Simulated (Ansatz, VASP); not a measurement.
## Sn4Te3Se (SnTe0.75Se0.25, rock salt): VASP beside Ansatz

One calculation is typed for both programs; each brings its own data sets. How far apart do they land? The cell is invented: As first built, before any earlier steps moved the atoms (in the runner's words): 2x2x2 conventional cells of the SnTe type (64 atoms: 8 Se, 32 Sn, 24 Te); Te/Se share their sites, the best of 600 random draws by like-pair counts in two shells; start lattice by linear mixing of the end members' cells; atoms moved at random by 0.02 A. It may not be a known or stable phase. The structure shown is the end of the Ansatz relaxation below.

Method: plane waves, with VASP 6.6.1 beside it; single point at LDA, in Ansatz 0.2.0.

### Step 1. Starting point

The cell holds 64 atoms: 8 Se, 32 Sn and 24 Te. Cell: a = 12.333 Å, b = 12.334 Å, c = 12.333 Å, α = 90.0°, β = 90.0°, γ = 90.0°. It derives from SnTe (SnTe type, space group 225), repeated 2×2×2. As first built, before any earlier steps moved the atoms (in the runner's words): 2x2x2 conventional cells of the SnTe type (64 atoms: 8 Se, 32 Sn, 24 Te); Te/Se share their sites, the best of 600 random draws by like-pair counts in two shells; start lattice by linear mixing of the end members' cells; atoms moved at random by 0.02 A.

Coordinates:

```xyz
64
Lattice="12.3325 0.0004 -0.0006 0.0004 12.3338 0.0002 -0.0006 0.0002 12.3326" Properties=species:S:1:pos:R:3 pbc="T T T"
Se    3.0832   12.3316    0.0028
Se   12.3269    3.0922   12.3304
Se    3.0688    9.2504    3.0733
Se    0.0070    6.1804    3.0714
Se    0.0130    9.2572    0.0074
Se    0.0092    9.2438    6.1522
Se    6.1633    3.0722   12.3238
Se    9.2532    3.0791    9.2659
Sn    0.0791   12.3325    0.0090
Sn    0.0011    3.1830    2.9880
Sn    3.0797   12.2499    3.0102
Sn    3.0803    2.9946   12.3307
Sn    0.0057   12.2348    6.1631
Sn   12.2484    3.0906    9.3466
Sn    3.0850    0.0011    9.3490
Sn    3.0808    3.0727    6.1689
Sn    0.0121    6.1640    0.0798
Sn    0.0602    9.1764    3.0629
Sn    3.0072    6.2580    3.0780
Sn    3.0005    9.3356    0.0724
Sn    0.0076    6.2466    6.0707
Sn    0.0046    9.2401    9.2493
Sn    3.0857    6.1679    9.2473
Sn    2.9976    9.2554    6.0776
Sn    6.0722    0.0775    0.0019
Sn    6.1716    3.0899    2.9847
Sn    9.2485    0.0031    3.0854
Sn    9.2678    3.0755   12.2640
Sn    6.1610   12.3305    6.1652
Sn    6.2577    3.0851    9.3440
Sn    9.2475    0.0975    9.2538
Sn    9.2588    3.0794    6.2717
Sn    6.1671    6.0666    0.0025
Sn    6.0595    9.2415    3.0730
Sn    9.3442    6.1712    3.0848
Sn    9.3628    9.2582   12.3293
Sn    6.1693    6.1638    6.1578
Sn    6.1761    9.2443    9.2520
Sn    9.2545    6.0838    9.2475
Sn    9.3566    9.2539    6.1667
Te    3.0859    3.0836    3.0784
Te    0.0006    0.0049    3.0815
Te    3.0852   12.3286    6.1652
Te    3.0870    3.0810    9.2503
Te    0.0018   12.3298    9.2508
Te    0.0009    3.0822    6.1635
Te    3.0887    6.1625   12.3293
Te    3.0872    6.1644    6.1607
Te    3.0894    9.2495    9.2431
Te    0.0030    6.1650    9.2448
Te    9.2551   12.3323   -0.0001
Te    9.2539    3.0845    3.0890
Te    6.1656   12.3313    3.0798
Te    9.2525   12.3312    6.1678
Te    6.1688   12.3315    9.2477
Te    6.1711    3.0801    6.1642
Te    9.2577    6.1637   12.3315
Te    9.2487    9.2496    3.0804
Te    6.1697    6.1651    3.0791
Te    6.1688    9.2459   12.3317
Te    9.2552    6.1649    6.1658
Te    9.2600    9.2472    9.2469
Te    6.1706    6.1621    9.2463
Te    6.1716    9.2470    6.1618
```

### Step 2. Ansatz: relaxation, LDA

Ansatz runs on its default PAW (the set named soft_2) files.

This run makes the geometry at which the two programs are then compared.

input.yaml reads:

```yaml
crystal:
  lattice:
    - [12.46255, 0.0, 0.0]
    - [0.0, 12.46255, 0.0]
    - [0.0, 0.0, 12.46255]
  atoms:
    - { symbol: Se, position: [0.25181, 0.99998, 0.99801] }
    - { symbol: Se, position: [0.00025, 0.24885, 0.00051] }
    # ... one line an atom, as in the record's system
kpoints:
  mp_grid: { grid: [2, 2, 2], shift: [0.5, 0.5, 0.5] }
hamiltonian:
  xc: lda
scf:
  occupations: { method: methfessel_paxton, width: 0.15 }
output:
  forces: true
  stress: true
relax:
  f_tol: 0.02
  max_steps: 45
  cell: { stress_tol: 0.1 }
```

Started as:

```console
> ansatz run input.yaml --threads 32 --pin off --max-ram 143360MiB --backend cuda --events-out ev --progress --plain --runs-dir out
```

Numbers of over 12 decimals in the logs are rounded to 6 here.

The log of the run:

```text
Engine: ansatz 0.2.0, aarch64-unknown-linux-gnu
Pseudopotentials: kind: paw
Pseudopotential: Se, paw, valence charge 16, recommended cutoff 420 eV (normal), Se.paw.azcp
Pseudopotential: Te, paw, valence charge 16, recommended cutoff 420 eV (normal), Te.paw.azcp
device memory: the entry about to start is reckoned to put 25.2 GiB on a device that reports 182.5 GiB free
GPU FFT provider: cuFFT
GPU libraries: cuBLAS 13.8.1, cuFFT 12.4.0, cuSOLVER 12.3.2
GPU matrix products: emulated (plane waves: as basis.precision tells), large ones in fixed point in workspaces of 1.00 GiB
Crystal: 64 atoms, lattice volume = 1935.623 Å³
Basis set: ecut = 420 eV, 37705 PW (Γ)
Bands: 576, of which v1, the nominal top of the filled ones, is band 480 counted from 1 (479 counted from 0)
k-points: 4 of 8 (time reversal used)
PAW frozen core: Se, regenerated for the run's functional, and the local potential with it (the file was generated under x = pbe(κ = 0.804, μ = 0.219515), c = pbe(β = 0.066725))
PAW frozen core: Sn, regenerated for the run's functional, and the local potential with it (the file was generated under x = pbe(κ = 0.804, μ = 0.219515), c = pbe(β = 0.066725))
PAW frozen core: Te, regenerated for the run's functional, and the local potential with it (the file was generated under x = pbe(κ = 0.804, μ = 0.219515), c = pbe(β = 0.066725))
GPU buffer pool allocated for 729000 grid points (all kernels)
GPU transforms: local potential and band sums: pruned to the plane-wave sphere, on 90×90×90
WARN: on these k-points the computed levels leave a gap of 0.6447 eV at the electron count, 4.3 widths of the methfessel_paxton smearing (0.1500 eV); against the step filling of these same bands (every level under the gap full, every level over it empty) smearing changes F+E_penalty+E_count by +0.636 meV and its σ→0 estimate by -1.126 meV; at least one of the two is larger in size than the energy tolerance (0.100 meV [...]
relax step   1: F+E_penalty+E_count = -395081.96520338 eV  Δ(F+E_penalty+E_count) = +0.000e0 eV  max|allowed force component| = 5.176e-1 eV/Å  Δτ_max = 0.0000 Å  P = -1.407 GPa  Ω = 1935.623 Å³
[...]
relax step   2: F+E_penalty+E_count = -395082.67528172 eV  Δ(F+E_penalty+E_count) = -7.101e-1 eV  max|allowed force component| = 2.886e-1 eV/Å  Δτ_max = 0.1944 Å  P = +1.346 GPa  Ω = 1831.933 Å³
[...]
relax step   3: F+E_penalty+E_count = -395082.98678069 eV  Δ(F+E_penalty+E_count) = -3.115e-1 eV  max|allowed force component| = 2.846e-2 eV/Å  Δτ_max = 0.0895 Å  P = +0.044 GPa  Ω = 1874.293 Å³
[...]
relax step   4: F+E_penalty+E_count = -395082.98833584 eV  Δ(F+E_penalty+E_count) = -1.555e-3 eV  max|allowed force component| = 1.118e-2 eV/Å  Δτ_max = 0.0169 Å  P = -0.001 GPa  Ω = 1875.871 Å³
[...]
relax step   5: F+E_penalty+E_count = -395082.97676268 eV  Δ(F+E_penalty+E_count) = +1.157e-2 eV  max|allowed force component| = 1.120e-2 eV/Å  Δτ_max = 0.0000 Å  P = -0.003 GPa  Ω = 1875.871 Å³  stress off target by 4.49e-3 GPa  SCF on the basis re-selected at this cell (its energy is not comparable with the rows above)
basis re-selected at this cell: Δ(F+E_penalty+E_count) = +1.157e-2 eV, ΔP = -0.002 GPa vs the last step (what re-selecting the basis moved, of the pressure what is left beyond the Pulay correction that the steps carried, after the strain that the cell walked since its last selection, with what the two solves' SCF thresholds leave and, on support functions, any second-order correction that the steps lacked; it is no m [...]
SCF converged after 4 iterations
Stability not checked: this state was not tested for a lower state beside it, because cold or Methfessel-Paxton smearing, or corrected tetrahedra, fill the levels in a way that the test cannot read (fill_not_monotonic; see scf.lower_state_search)
Free energy (F): -395082.976763 eV
Internal energy: -395083.000938 eV  (E = F + TS)
E sigma→0 (E₀):  -395082.982806 eV
Entropy (-TS):   0.024175 eV (0.378 meV/atom)
Fermi energy:    9.822862 eV
Step filling:    the computed levels leave a gap of 0.5097 eV = 3.4 smearing widths at the electron count; against every level under it full and every level over it empty, smearing changes F+E_penalty+E_count by +3.191 meV and its σ→0 estimate by -2.853 meV
--- Forces (eV/Å), atoms counted from 1 ---
  max |Σ_I F_I| component: 6.47e-6 eV/Å
--- Stress (GPa, compression-positive) ---
       -0.002333      -0.000566       0.000338
       -0.000566      -0.002672      -0.001512
        0.000338      -0.001512      -0.003230
  P = ⅓ Tr σ = -0.0027 GPa (-0.027 kbar)
--- Band table (eV) ---
--- Relaxed structure (4 steps of the walk, 4 accepted, 1 SCFs on fresh bases) ---
  F+E_penalty+E_count = -395082.97676268 eV   max|allowed force component| = 1.120e-2 eV/Å   (the final SCF, on the basis selected at the relaxed cell)
  cell:  # Å, volume = 1875.8706 Å³
    - [12.332509, 0.000431235, -0.000576667]
    - [0.000431235, 12.333844, 0.000202229]
    - [-0.000576667, 0.000202229, 12.332553]
  atoms:
    [... one line an atom ...]
```

### Step 3. VASP: single point, LDA

The same cell, functional (in two slightly different forms), mesh and smearing now go to VASP, with its own data sets.

Lines of VASP's logs that name or quote its potential files are left out, and so is its time.

INCAR reads:

```
SYSTEM = Sn4Te3Se
PREC = Accurate
ENCUT = 400
EDIFF = 1E-06
NELM = 120
ISMEAR = 1
SIGMA = 0.15
LREAL = Auto
ALGO = Normal
GGA = CA
NBANDS = 376
LORBIT = 11
LWAVE = .FALSE.
LCHARG = .FALSE.
ISIF = 2
ISYM = 0
LASPH = .TRUE.
GGA_COMPAT = .FALSE.
EFERMI = MIDGAP
KPAR = 4
```

POSCAR reads:

```
Sn4Te3Se
1.0
   12.3325090000      0.0004310000     -0.0005770000
    0.0004310000     12.3338440000      0.0002020000
   -0.0005770000      0.0002020000     12.3325530000
Se Sn Te
8 32 24
Direct
    0.2499700000      0.9998100000      0.0002200000
    0.9995800000      0.2506600000      0.9998700000
    0.2488200000      0.7499900000      0.2492000000
    0.0005600000      0.5010900000      0.2490400000
    0.0010300000      0.7505500000      0.0005900000
    0.0007400000      0.7494600000      0.4988500000
    0.4998000000      0.2490500000      0.9993100000
    0.7503400000      0.2496100000      0.7513700000
    0.0063800000      0.9998900000      0.0007100000
    0.0000900000      0.2580700000      0.2422800000
    0.2497000000      0.9931800000      0.2440800000
    0.2498100000      0.2427700000      0.9998600000
    0.0004500000      0.9919600000      0.4997300000
    0.9932100000      0.2505300000      0.7579200000
    0.2501900000      0.0000700000      0.7580900000
    0.2498300000      0.2491100000      0.5002200000
    0.0009600000      0.4997600000      0.0064600000
    0.0048700000      0.7440000000      0.2483500000
    0.2438400000      0.5073700000      0.2495900000
    0.2432700000      0.7569000000      0.0058700000
    0.0006200000      0.5064500000      0.4922400000
    0.0003800000      0.7491500000      0.7499800000
    0.2502300000      0.5000600000      0.7498300000
    0.2430600000      0.7503900000      0.4928100000
    0.4923700000      0.0062700000      0.0001800000
    0.5004400000      0.2505000000      0.2420400000
    0.7499400000      0.0002200000      0.2502200000
    0.7515300000      0.2493100000      0.9944700000
    0.4995600000      0.9997000000      0.4999200000
    0.5074400000      0.2501000000      0.7576900000
    0.7498800000      0.0078700000      0.7503900000
    0.7507800000      0.2496400000      0.5085800000
    0.5000500000      0.4918500000      0.0002200000
    0.4913300000      0.7492600000      0.2491900000
    0.7576800000      0.5003200000      0.2501600000
    0.7592200000      0.7505900000      0.9997600000
    0.5002500000      0.4997200000      0.4993300000
    0.5008100000      0.7494800000      0.7502200000
    0.7504300000      0.4932200000      0.7498700000
    0.7586900000      0.7502500000      0.5000600000
    0.2502300000      0.2500000000      0.2496200000
    0.0000600000      0.0003900000      0.2498700000
    0.2501600000      0.9995600000      0.4999100000
    0.2503400000      0.2497800000      0.7500800000
    0.0001500000      0.9996600000      0.7501000000
    0.0000900000      0.2498900000      0.4997700000
    0.2504800000      0.4996200000      0.9997400000
    0.2503400000      0.4997800000      0.4995500000
    0.2505200000      0.7499100000      0.7494900000
    0.0002600000      0.4998300000      0.7496200000
    0.7504300000      0.9998500000      0.0000100000
    0.7503700000      0.2500500000      0.2505100000
    0.4999200000      0.9997700000      0.2497400000
    0.7502400000      0.9997500000      0.5001400000
    0.5002100000      0.9997800000      0.7498700000
    0.5004100000      0.2497000000      0.4998500000
    0.7507000000      0.4997000000      0.9999400000
    0.7499300000      0.7499100000      0.2498000000
    0.5002700000      0.4998300000      0.2496900000
    0.5002300000      0.7496000000      0.9999400000
    0.7504800000      0.4998000000      0.4999900000
    0.7508700000      0.7497000000      0.7498200000
    0.5003700000      0.4995800000      0.7497600000
    0.5004300000      0.7497000000      0.4996500000
```

KPOINTS reads:

```
Points of the shifted mesh
8
Reciprocal
 0.2500000000  0.2500000000  0.2500000000 1
 0.2500000000  0.2500000000  0.7500000000 1
 0.2500000000  0.7500000000  0.2500000000 1
 0.2500000000  0.7500000000  0.7500000000 1
 0.7500000000  0.2500000000  0.2500000000 1
 0.7500000000  0.2500000000  0.7500000000 1
 0.7500000000  0.7500000000  0.2500000000 1
 0.7500000000  0.7500000000  0.7500000000 1
```

The projector-augmented-wave data sets are Se, Sn_d and Te (LDA family, release 64).

Started as:

```console
> mpirun -np 8 vasp_std
```

The log of the run:

```text
[banner, memory and clock lines left out]
running    8 mpi-ranks, on    1 nodes
[...]
|                                                                             |
|           W    W    AA    RRRRR   N    N  II  N    N   GGGG   !!!           |
|           W    W   A  A   R    R  NN   N  II  NN   N  G    G  !!!           |
|           W    W  A    A  R    R  N N  N  II  N N  N  G       !!!           |
|           W WW W  AAAAAA  RRRRR   N  N N  II  N  N N  G  GGG   !            |
|           WW  WW  A    A  R   R   N   NN  II  N   NN  G    G                |
|           W    W  A    A  R    R  N    N  II  N    N   GGGG   !!!           |
|                                                                             |
|     For optimal performance we recommend to set                             |
|       NCORE = 2 up to number-of-cores-per-socket                            |
|     NCORE specifies how many cores store one orbital (NPAR=cpu/NCORE).      |
|     This setting can greatly improve the performance of VASP for DFT.       |
[...]
|                                                                             |
|     Suggested SOLUTIONS:                                                    |
|      ) Refine the lattice parameters of your structure,                     |
|      ) and/or try changing SYMPREC.                                         |
|                                                                             |

 LDA part: xc-table for (Slater(with rela. corr.)+CA(PZ))
 , standard interpolation
 POSCAR, INCAR and KPOINTS ok, starting setup
[...]
entering main loop
       N       E                     dE             d eps       ncg     rms          rms(c)
DAV:   1     0.773822412245E+04    0.77382E+04   -0.22581E+05  6024   0.180E+03
DAV:   2     0.132610010752E+04   -0.64121E+04   -0.62960E+04  6016   0.525E+02
DAV:   3    -0.108439818509E+03   -0.14345E+04   -0.13594E+04  6712   0.217E+02
DAV:   4    -0.279857451440E+03   -0.17142E+03   -0.16280E+03  7072   0.696E+01
[...]
DAV:  14    -0.287103379144E+03    0.23041E-04   -0.12020E-04  8296   0.465E-02    0.258E-02
DAV:  15    -0.287103382466E+03   -0.33223E-05   -0.58332E-05  6648   0.149E-02    0.243E-02
DAV:  16    -0.287103382524E+03   -0.58193E-07   -0.25965E-06  4696   0.470E-03
   1 F= -.28710338E+03 E0= -.28711214E+03  d E =0.262626E-01
```

From OUTCAR (step 3):

```text
  Total        0.6466253      0.5876878      0.6121520      0.0193245      0.0403427      0.0423232
  in kB        0.5522813      0.5019430      0.5228378      0.0165050      0.0344567      0.0361481
  external PRESSURE =       0.5256874 kB  Pullay stress =       0.0000000 kB

 POSITION                                       TOTAL-FORCE (eV/Angst)
 -----------------------------------------------------------------------------------
      3.08319     12.33161      0.00277        -0.004685     -0.000415      0.000429
     12.32686      3.09223     12.33042         0.006317     -0.000176      0.004708
      3.06875      9.25042      3.07328         0.006198      0.000255      0.003375
      0.00698      6.18042      3.07140         0.001264     -0.006157      0.002042
      0.01303      9.25717      0.00743         0.002621     -0.002240     -0.000182
      0.00916      9.24382      6.15225        -0.005371      0.002659      0.000372
      6.16332      3.07216     12.32381        -0.003540      0.000070      0.007303
      9.25325      3.07913      9.26593        -0.005793      0.005638     -0.011494
      0.07911     12.33249      0.00895         0.002371     -0.004759     -0.002453
      0.00108      3.18304      2.98798        -0.002138      0.003342      0.002226
      3.07971     12.24988      3.01019        -0.000971      0.000491      0.000876
      3.08031      2.99460     12.33073        -0.000710      0.001383      0.003581
      0.00569     12.23478      6.16315         0.002546      0.000972     -0.002580
     12.24844      3.09058      9.34657         0.003740     -0.000587     -0.001836
[...]
-----------------------------------------------------------------------------------
    total drift:                                0.023182     -0.000266      0.000882

  FREE ENERGIE OF THE ION-ELECTRON SYSTEM (eV)
  ---------------------------------------------------
  free  energy   TOTEN  =      -287.1033825241 eV

  energy  without entropy=     -287.1296451138  energy(sigma->0) =     -287.11213672

[... 1 further part left out ...]
```

Methfessel-Paxton smearing is not meant for a cell with a gap.

### Step 4. Side by side

Known differences besides the potentials themselves: the two LDA forms differ slightly; the data sets hold 960 valence electrons in Ansatz (on its default PAW (the set named soft_2) files) and 640 in VASP; the cutoff is 420 eV in Ansatz and 400 eV in VASP (PREC = Accurate, projectors in real space); VASP's log shows a relativistic correction to its local exchange, Ansatz's none. Total energies have different zeros and are not compared.

Both answers:

```csv
quantity,Ansatz,VASP,difference
gap on the k mesh (eV),0.510,0.494,+0.016
```

A gap on the mesh is an upper bound, since the band edges may lie between its points.

### Step 5. Summary of results

```json
{"difference in gap on the k mesh (single point, LDA)": "0.016 eV"}
```

In words: The difference in gap on the k mesh is 0.016 eV (single point, LDA), within the 0.08 eV picked in this series as the mark of a large difference. The data sets hold unlike numbers of valence electrons (960 in Ansatz and 640 in VASP), so part of the differences comes from the potentials. Such differences can come from data sets, numerical settings and the points named under the comparisons, not from the functional's error against experiment.

[Lines on the potential files, build, host, timing and source positions are cut from VASP's logs without a mark.]

[Logs are printed without paths, hosts, clocks, repeated set-up lines and the standing remarks that a program may print on its own settings, such as how far it seeks lower states.]

[Hosts, paths, dates, database ids (printed as entryN), source tags and the programs' standing remarks are cut or masked in the printed files.]
